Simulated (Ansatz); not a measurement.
## AlAu in Ansatz: the effect of functional

AlAu:

```xyz
2
Lattice="3.1581 0.0000 0.0000 0.0000 3.1581 0.0000 0.0000 0.0000 3.1581" Properties=species:S:1:pos:R:3 pbc="T T T"
Au    1.5791    1.5791    1.5791
Al    0.0000    0.0000    0.0000
```

The cell comes from a database or a generator and needn't be the stable form of this composition.

The cell isn't the ideal one: volume scaled by 0.94.

Alike in all runs:

```yaml
Program: Ansatz 0.2.0
Task: single point
Potentials_or_basis: Ansatz PAW
k_mesh: 8 × 8 × 8
Occupations: fermi-dirac, width 0.05 eV
Spin: no spin polarisation
```

```csv
functional,cutoff,pressure (GPa)
LDA,420 eV (not typed: the program's choice for these potentials),-1.0
PBEsol,420 eV (not typed: the program's choice for these potentials),2.2
r2SCAN,500 eV (not typed: the program's choice for these potentials),?
```

Q: What does the run with functional r2SCAN give?

A: Pressure 2.9 GPa.

Caveats: the PAW data sets come from PBE, with cores solved anew for the run's functional, which leaves a small shift of forces and pressure.
